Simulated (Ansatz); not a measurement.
A 2-atom cell of GaP started from a crystallographic database, relaxed with r2SCAN in the plane-wave code Ansatz. Space group F-43m (No. 216), cubic; a = 5.451 Å in the conventional setting, 20.24 Å³ an atom. Around Ga lie 4 P at 2.36 Å; around P lie 4 Ga at 2.36 Å.

The axes x, y and z are those of this cell:
```
Ga P
1.0
     0.00000    2.72541    2.72541
     2.72541    0.00000    2.72541
     2.72541    2.72541    0.00000
Ga P
1 1
Direct
  0.00000 0.00000 0.00000
  0.25000 0.25000 0.25000
```

Unstrained: With PBE the valence top lies at Γ and the conduction bottom at Γ–X (0.85 of the way from Γ), 1.592 eV higher; the smallest vertical gap, at Γ, is 1.827 eV. With r2SCAN the valence top lies at Γ and the conduction bottom at Γ–X (0.85 of the way from Γ), 1.844 eV higher; the smallest vertical gap, at Γ, is 2.364 eV. With HSE06 the valence top lies at Γ and the conduction bottom at Γ–X (0.85 of the way from Γ), 2.260 eV higher; the smallest vertical gap, at Γ, is 2.799 eV. Meshes: PBE 8×8×8, r2SCAN 8×8×8, HSE06 6×6×6. Strains are changes of length per length, and xy shears are angles. After each strain the atoms were relaxed again with r2SCAN within the symmetry that the strain leaves, so tilts or polar shifts that break it weren't tested; points keep the names that they have in the unstrained zone. No spin polarisation and no zero-point or thermal motion.

(1) Estimate what xy shear, engineering strain (angle) +5.01 % does to the gap.

(2) Estimate what uniaxial -5.52 % along x, other directions held does to the gap.

(3) Estimate what biaxial -3.35 % in x and y, z held does to the gap.

(4) One strain changed the r2SCAN stress by xx +2.50, yy +5.29, zz +2.50 GPa (compression positive) and the gap by -0.412 eV (PBE), -0.429 eV (r2SCAN), -0.421 eV (HSE06). Which kind of strain was it, and roughly how large?

## Answers

(1) PBE: the gap goes from 1.592 to 1.134 eV (-0.458 eV); the edges go from Γ → Γ–X (0.85) to Γ → X; with r2SCAN the top three valence levels at Γ, degenerate before, become 1+1+1 from the top over 396 meV. r2SCAN: the gap goes from 1.844 to 1.359 eV (-0.485 eV); the edges go from Γ → Γ–X (0.85) to Γ → X. HSE06: the gap goes from 2.260 to 1.783 eV (-0.477 eV); the edges go from Γ → Γ–X (0.85) to Γ → X. The r2SCAN energy rises by 11.6 meV an atom.

(2) PBE: the gap goes from 1.592 to 0.947 eV (-0.645 eV); the edges go from Γ → Γ–X (0.85) to Γ → Γ–X (0.84); with r2SCAN the top three valence levels at Γ, degenerate before, become 1+2 from the top over 320 meV. r2SCAN: the gap goes from 1.844 to 1.174 eV (-0.670 eV); the edges go from Γ → Γ–X (0.85) to Γ → Γ–X (0.84). HSE06: the gap goes from 2.260 to 1.601 eV (-0.659 eV); the edges go from Γ → Γ–X (0.85) to Γ → Γ–X (0.84). The r2SCAN energy rises by 28.7 meV an atom.

(3) PBE: the gap goes from 1.592 to 1.292 eV (-0.300 eV); with r2SCAN the top three valence levels at Γ, degenerate before, become 2+1 from the top over 226 meV. r2SCAN: the gap goes from 1.844 to 1.539 eV (-0.305 eV). HSE06: the gap goes from 2.260 to 1.955 eV (-0.305 eV). The r2SCAN energy rises by 31.4 meV an atom.

(4) Uniaxial -3.57 % along y, other directions held. The pattern of the stress gives the kind; the size needs the stiffness, so it is an estimate.

Where an edge lies off the special points, it is a point of the mesh or the k point where a search put PBE's edge or least direct gap, reused for the other functionals, whose own edges may lie a little apart.

The meshes of the hybrids are coarse, so their gaps aren't converged to the digits shown.

The splittings at Γ are without spin-orbit coupling, which regroups them where it is of like size or larger.
